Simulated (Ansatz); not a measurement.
**One crystal, many levels of theory: InGa5As5P (zincblende [001] superlattice)**

Aim: the gap of InGa5As5P (zincblende [001] superlattice) at several levels of theory on one structure, with the time that each takes.

Method: density functionals, hybrids and G0W0, plane waves, PAW, in Ansatz 0.2.0.

This is a report of a sequence of runs, with most program output left out.

In doubt: masses and optical values from hybrid runs of this build are listed as unsure (step 6), which bears on the screening that GW takes from such a start.

**1. Set-up**

The cell holds 12 atoms: 1 In, 1 P, 5 Ga and 5 As. Cell: a = 4.030 Å, b = 4.023 Å, c = 17.090 Å, α = 90.0°, β = 90.0°, γ = 90.0°. It derives from InP. Regions: InP, 2 atoms (1 In and 1 P); GaAs, 10 atoms (5 Ga and 5 As). The structure's axis is c.

Structure file:

```cif
data_structure
_symmetry_space_group_name_H-M 'P 1'
_symmetry_Int_Tables_number 1
_cell_length_a 4.0298
_cell_length_b 4.0231
_cell_length_c 17.0897
_cell_angle_alpha 90.000
_cell_angle_beta 90.000
_cell_angle_gamma 90.000
_cell_volume 277.06
loop_
_atom_site_label
_atom_site_type_symbol
_atom_site_fract_x
_atom_site_fract_y
_atom_site_fract_z
_atom_site_occupancy
In1 In 0.00000 0.00000 0.05131 1
P2 P 0.50000 0.00000 0.14082 1
Ga3 Ga 0.50000 0.50000 0.21655 1
As4 As 0.00000 0.50000 0.29865 1
Ga5 Ga 0.00000 0.00000 0.38083 1
As6 As 0.50000 0.00000 0.46296 1
Ga7 Ga 0.50000 0.50000 0.54528 1
As8 As 0.00000 0.50000 0.62737 1
Ga9 Ga 0.00000 0.00000 0.70973 1
As10 As 0.50000 0.00000 0.79186 1
Ga11 Ga 0.50000 0.50000 0.87436 1
As12 As 0.00000 0.50000 0.95560 1
```

The structure was relaxed with PBEsol. The runs that relaxed it are not among those shown.

The logs state that the PAW files were generated under PBE.

**2. PBEsol on the 6×6×2 mesh**

Levels along a band path and on the mesh show where this functional puts the band edges.

This step: DFT, PBEsol, plane waves, PAW; PAW set soft_1.

input.yaml

```yaml
crystal:
  lattice:
    - [4.0297510915, 0.0, 0.0]
    - [0.0, 4.0230831466, 0.0]
    - [0.0, 0.0, 17.0896678541]
  atoms:
    - { symbol: In, position: [0.0, 0.0, 0.051311497] }
    - { symbol: P, position: [0.5, 0.0, 0.1408201969] }
    - { symbol: Ga, position: [0.5, 0.5, 0.2165492488] }
    - { symbol: As, position: [0.0, 0.5, 0.2986497971] }
    - { symbol: Ga, position: [0.0, 0.0, 0.3808264573] }
    - { symbol: As, position: [0.5, 0.0, 0.4629574688] }
    - { symbol: Ga, position: [0.5, 0.5, 0.5452768029] }
    - { symbol: As, position: [0.0, 0.5, 0.6273725276] }
    - { symbol: Ga, position: [0.0, 0.0, 0.7097326253] }
    - { symbol: As, position: [0.5, 0.0, 0.7918639746] }
    - { symbol: Ga, position: [0.5, 0.5, 0.8743633287] }
    - { symbol: As, position: [0.0, 0.5, 0.9555952554] }
kpoints:
  mp_grid: { grid: [6, 6, 2] }
  band_path:
    path:
      - [[0.0, 0.0, 0.0], [0.5, 0.0, 0.0], [0.5, 0.5, 0.0], [0.0, 0.5, 0.0], [0.0, 0.0, 0.0], [0.0, 0.0, 0.5], [0.5, 0.0, 0.5], [0.5, 0.5, 0.5], [0.0, 0.5, 0.5], [0.0, 0.0, 0.5]]
      - [[0.5, 0.0, 0.0], [0.5, 0.0, 0.5]]
      - [[0.0, 0.5, 0.0], [0.0, 0.5, 0.5]]
      - [[0.5, 0.5, 0.0], [0.5, 0.5, 0.5]]
    npoints: 10
hamiltonian:
  xc: pbesol
  pseudopotentials: { kind: paw, azcp: { folder: soft_1 }, xc_functional: pbe }
scf:
  occupations: { method: fermi_dirac, width: 0.02 }
  n_extra_bands: 8
output:
  eigenvalues: true
  write_density: true
  write_potential: true
  elf: true
  volumetric_format: npy
```

Command:

```bash
$ ansatz run input.yaml --threads 3 --pin off --max-ram 92160MiB --backend cuda --events-out ev --progress --plain --runs-dir out --devices 1 --max-vram 13GiB
```

It took 21 s on 1 × NVIDIA H100 80GB HBM3 (shared by 6 runs) with 3 threads of AMD EPYC 7R13 (Zen 3), shared host; peak memory 1.2 GiB; 17 s of CPU time.

Numbers from this step:

| Property | Result |
| --- | --- |
| filled bands | 79 |
| gap | 0.3345 eV |
| valence top at | Γ |
| conduction bottom at | Γ |
| least direct gap | 0.3345 eV |

Over mesh and path the gap is 0.335 eV, direct, at k = Γ.

**3. PBEsol+SOC on the 6×6×2 mesh**

This run has two-component orbitals with spin-orbit coupling.

This step: DFT, PBEsol with spin-orbit coupling, plane waves, PAW; PAW set soft_1.

input.yaml, the sections that differ from step 2:

```yaml
kpoints:
  mp_grid: { grid: [6, 6, 2] }
  band_path:
    path:
      - [0.0, 0.0, 0.0]
      - [0.5, 0.0, 0.0]
      - [0.5, 0.5, 0.0]
      - [0.0, 0.5, 0.0]
      - [0.0, 0.0, 0.5]
      - [0.5, 0.0, 0.5]
      - [0.5, 0.5, 0.5]
      - [0.0, 0.5, 0.5]
    npoints: 1
hamiltonian:
  xc: pbesol
  pseudopotentials: { kind: paw_fr, azcp: { folder: soft_1 }, xc_functional: pbe }
scf:
  occupations: { method: fermi_dirac, width: 0.02 }
  n_extra_bands: 16
magnetization:
  noncollinear: true
  spin_orbit: true
# crystal, output: as in step 2
```

Wall time 19 s (1 × NVIDIA H100 80GB HBM3 (shared by 6 runs) with 3 threads); peak memory 2.3 GiB.

Numbers from this step:

```
gap                  : 0.2600 eV
valence top at       : Γ
conduction bottom at : Γ
least direct gap     : 0.2600 eV
```

Over mesh and listed points the gap is 0.260 eV, direct, at k = Γ. PBEsol+SOC against PBEsol: 0.260 − 0.335 = −0.075 eV, with the same mesh, set of files (read in its fully relativistic form for the spin-orbit run) and cutoff, and both edges at the same k points. The spin-orbit run sees mesh and listed points alone, so its gap is an upper bound: the coupling can move an edge off these points, the more so as this crystal has no centre of inversion, and the change over the zone, its sign included where it is small, is not known.

**4. HSE06 on the 4×4×2 mesh**

HSE06 mixes in a quarter of exact exchange at short range.

This step: DFT, HSE06, plane waves, PAW; PAW set soft_1.

Changes to input.yaml since step 3:

```diff
@@ -19,3 +19,3 @@
 kpoints:
-  mp_grid: { grid: [6, 6, 2] }
+  mp_grid: { grid: [4, 4, 2] }
   band_path:
@@ -32,10 +32,7 @@
 hamiltonian:
-  xc: pbesol
-  pseudopotentials: { kind: paw_fr, azcp: { folder: soft_1 }, xc_functional: pbe }
+  xc: hse06
+  pseudopotentials: { kind: paw, azcp: { folder: soft_1 } }
 scf:
-  occupations: { method: fermi_dirac, width: 0.02 }
-  n_extra_bands: 16
-magnetization:
-  noncollinear: true
-  spin_orbit: true
+  occupations: { method: fixed }
+  n_extra_bands: 8
 output:
```

The job ended after 87 s (1 × NVIDIA H100 80GB HBM3 (shared by 6 runs) with 3 threads; peak memory 2.1 GiB).

This step gave:

* gap: 1.283 eV
* valence top at: Γ
* conduction bottom at: Γ
* least direct gap: 1.283 eV
* exact-exchange fraction: 0.25

Over mesh and listed points the gap is 1.283 eV, direct, at k = Γ. HSE06 against PBEsol: 1.283 − 0.335 = +0.948 eV. The runs also differ in mesh (6×6×2 and 4×4×2), so how much of this comes from the functional alone is not known. The program's warnings for this run: metallic iterate.

**5. G0W0@PBEsol, 4×4×2 mesh, 1155 empty bands, screening to 150 eV, PAW set soft_1 files**

G0W0 replaces the xc potential by a self-energy built once from the orbitals of the start. Levels are corrected in the window of bands that the input names, at points of the mesh.

This step: G0W0 on PBEsol, plane waves, PAW; PAW set soft_1.

Changes to input.yaml since step 4:

```diff
@@ -20,24 +20,12 @@
   mp_grid: { grid: [4, 4, 2] }
-  band_path:
-    path:
-      - [0.0, 0.0, 0.0]
-      - [0.5, 0.0, 0.0]
-      - [0.5, 0.5, 0.0]
-      - [0.0, 0.5, 0.0]
-      - [0.0, 0.0, 0.5]
-      - [0.5, 0.0, 0.5]
-      - [0.5, 0.5, 0.5]
-      - [0.0, 0.5, 0.5]
-    npoints: 1
 hamiltonian:
-  xc: hse06
-  pseudopotentials: { kind: paw, azcp: { folder: soft_1 } }
+  xc: pbesol
+  pseudopotentials: { kind: paw, azcp: { folder: soft_1 }, xc_functional: pbe }
 scf:
   occupations: { method: fixed }
-  n_extra_bands: 8
-output:
-  eigenvalues: true
-  write_density: true
-  write_potential: true
-  elf: true
-  volumetric_format: npy
+gw:
+  n_empty_bands: 1155
+  ecut_chi: 150.0
+  qp_bands: [v4, c4]
+  qp_kpoints: band_edges
+  screening: { model: contour_deformation }
```

Run time: 3.6 min. Hardware: 1 × NVIDIA H100 80GB HBM3 (shared by 6 runs) with 3 threads; peak memory 7.2 GiB.

Numbers from this step:

| Item | Value |
| --- | --- |
| bands summed | 1234 |
| RPA ε∞ on this mesh (eigenvalues) | 63.09, 88.23, 136.8 |
| plane waves in the screening matrix | 1131 |
| G0W0 gap over the corrected points | 1.046 eV |
| k of the valence top | 0, 0, 0 |
| k of the conduction bottom | 0, 0, 0 |
| starting gap on the mesh | 0.3282 eV |
| Z at the valence top | 0.7477 |
| Z at the conduction bottom | 0.7622 |
| least direct G0W0 gap over the corrected points | 1.046 eV |

Over 11 of 18 irreducible mesh points the G0W0 gap is 1.046 eV, direct, at k = Γ. The PBEsol gap of this run on the mesh is 0.328 eV. The two states that bound the G0W0 gap lie that far apart at the start, so the correction of the gap is 1.046 − 0.328 = +0.718 eV.

**6. G0W0@HSE06, 4×4×2 mesh, 537 empty bands, screening to 90 eV, PAW set soft_1 files**

This step: G0W0 on HSE06, plane waves, PAW; PAW set soft_1.

Changes to input.yaml since step 5:

```diff
@@ -21,4 +21,4 @@
 hamiltonian:
-  xc: pbesol
-  pseudopotentials: { kind: paw, azcp: { folder: soft_1 }, xc_functional: pbe }
+  xc: hse06
+  pseudopotentials: { kind: paw, azcp: { folder: soft_1 } }
 scf:
@@ -26,4 +26,4 @@
 gw:
-  n_empty_bands: 1155
-  ecut_chi: 150.0
+  n_empty_bands: 537
+  ecut_chi: 90
   qp_bands: [v4, c4]
```

Wall time 3.5 min (1 × NVIDIA H100 80GB HBM3 (shared by 6 runs) with 3 threads); peak memory 4.4 GiB.

Numbers from this step:

* bands summed: 616
* RPA ε∞ on this mesh (eigenvalues): 10.69, 12.92, 13.19
* plane waves in the screening matrix: 527
* G0W0 gap over the corrected points: 1.601 eV
* k of the valence top: 0, 0, 0
* k of the conduction bottom: 0, 0, 0
* starting gap on the mesh: 1.283 eV
* Z at the valence top: 0.7889
* Z at the conduction bottom: 0.8013
* least direct G0W0 gap over the corrected points: 1.601 eV

Over 11 of 18 irreducible mesh points the G0W0 gap is 1.601 eV, direct, at k = Γ. The HSE06 gap of this run on the mesh is 1.283 eV. The two states that bound the G0W0 gap lie that far apart at the start, so the correction of the gap is 1.601 − 1.283 = +0.318 eV. G0W0@HSE06 against G0W0@PBEsol with 1234 bands: 1.601 − 1.046 = +0.555 eV. The runs also differ in empty bands (1155 and 537) and screening cutoff (eV) (150.0 and 90), so how much of this comes from the start alone is not known. The program's warnings for this run: metallic iterate.

**7. The ladder**

Each gap is the least one over the points named; times are wall times on shared hosts, not benchmarks. A G0W0 time includes the run's own self-consistent start. Runs with listed points see these and the mesh alone, so an edge that moves elsewhere is missed. Rows marked * are further runs, not shown as steps, whose inputs differ from the G0W0 step on the same start in the columns given; solver thresholds can differ too. Rows marked ? have an edge level that the program doubts.

| level | mesh | files, cutoff | bands summed, screening | points | gap (eV) | valence top | conduction bottom | least direct gap (eV) | time |
| --- | --- | --- | --- | --- | --- | --- | --- | --- | --- |
| PBEsol | 6×6×2 | soft_1 PAW, 420 eV | - | mesh and path | 0.335 | Γ | Γ | 0.335 | 21 s |
| PBEsol+SOC | 6×6×2 | soft_1 PAW, 420 eV | - | mesh and listed points | 0.260 | Γ | Γ | 0.260 | 19 s |
| HSE06 | 4×4×2 | soft_1 PAW, 420 eV | - | mesh and listed points | 1.283 | Γ | Γ | 1.283 | 87 s |
| G0W0@PBEsol*? | 4×4×2 | soft_1 PAW, 420 eV | 371, 60 eV | 11 of 18 irreducible mesh points | 1.084 | Γ | Γ | 1.084 | 62 s |
| G0W0@PBEsol | 4×4×2 | soft_1 PAW, 420 eV | 1234, 150 eV | 11 of 18 irreducible mesh points | 1.046 | Γ | Γ | 1.046 | 3.6 min |
| G0W0@HSE06 | 4×4×2 | soft_1 PAW, 420 eV | 616, 90 eV | 11 of 18 irreducible mesh points | 1.601 | Γ | Γ | 1.601 | 3.5 min |

**8. What came out**

| Item | Value |
| --- | --- |
| PBEsol, over mesh and path | 0.335 eV |
| PBEsol+SOC, over mesh and listed points | 0.260 eV |
| HSE06, over mesh and listed points | 1.283 eV |
| G0W0@PBEsol (1234 bands, 4×4×2), over 11 of 18 irreducible mesh points | 1.046 eV |
| G0W0@HSE06, over 11 of 18 irreducible mesh points | 1.601 eV |
| known limits | finite bands, screening cutoff and k mesh; no spin-orbit coupling in G0W0; d shells not analysed; large ε∞ on the G0W0 mesh |

The rows run from 0.260 eV (PBEsol+SOC) to 1.601 eV (G0W0@HSE06). They differ in mesh, bands and screening cutoff of G0W0 and the points over which the gap was sought as well as in level, so only pairs that share these are like for like. PBEsol+SOC against PBEsol: 0.260 − 0.335 = −0.075 eV, with the same mesh, set of files (read in its fully relativistic form for the spin-orbit run) and cutoff, and both edges at the same k points. The spin-orbit run sees mesh and listed points alone, so its gap is an upper bound: the coupling can move an edge off these points, the more so as this crystal has no centre of inversion, and the change over the zone, its sign included where it is small, is not known. G0W0@PBEsol (1234 bands, 4×4×2) moves the gap of its own start on the mesh by 1.046 − 0.328 = +0.718 eV, between the same two levels. Both edges that PBEsol shows over mesh and path lie at k points where levels were corrected. Levels at other points were not corrected, so a lower G0W0 gap elsewhere in the zone is not ruled out. G0W0@HSE06 moves the gap of its own start on the mesh by 1.601 − 1.283 = +0.318 eV, between the same two levels. Both edges that HSE06 shows over mesh and listed points lie at k points where levels were corrected. Levels at other points were not corrected, so a lower G0W0 gap elsewhere in the zone is not ruled out. What spin-orbit coupling does to the G0W0 levels was not computed, so no sum with the G0W0 gap is formed. For G0W0@PBEsol: from 371 bands and 60 eV to 1234 bands and 150 eV the gap moves by 1.046 − 1.084 = −0.038 eV; bands and screening cutoff rise together, so their parts are not told apart. Two runs can't test a law of convergence, so the limit is not known. The other G0W0 rows are shown at one basis each (616 bands), so their distance from the limit is not known here. For G0W0@HSE06: the program's warnings for this run: metallic iterate. The G0W0 runs are scalar-relativistic. One-shot GW is known to converge slowly in bands for compounds with shallow d shells. The cell holds Ga and In; the filling of the d shell and its place against the gap were not analysed here. The largest eigenvalue of the RPA ε∞ is large: 137 in G0W0@PBEsol (4×4×2, 1234 bands) and 137 in G0W0@PBEsol (4×4×2, 371 bands). A coarse mesh can overstate it where a direct gap is narrow; the runs shown don't test that. No pair of G0W0 runs that differ in the mesh alone is shown (4×4×2 is a supercell whose nearest images lie 16 Å apart), so the error from the mesh is not known here. G0W0 is shown with one set of atomic data (soft_1 PAW), so the error from the files is not known here.

[Paths, hosts, dates, memory and timing lines, banners, echoed tables and standing remarks are left out of the program output.]

[Logs are printed without paths, hosts, clocks, repeated set-up lines and the standing remarks that a program may print on its own settings, such as how far it seeks lower states.]

[Runs of the session that timed out or met a known fault of the program may be left out.]

[Cells called generated may have been cut or substituted from an entry of the Crystallography Open Database or the Materials Project.]

[Hosts, paths, dates, database ids (printed as entryN), source tags and the programs' standing remarks are cut or masked in the printed files.]

[Where an RPA ε∞ is given, it is that of the G0W0 mesh and is not shown converged in it. Names of k-points follow the symmetry that the program found, which can be lower than the space group named. Band edges on a path are those of the sampled points; other points can move an edge, and change direct to indirect where valleys lie close.]

[Hybrid gaps are those of their k-mesh and are not shown converged in it.]
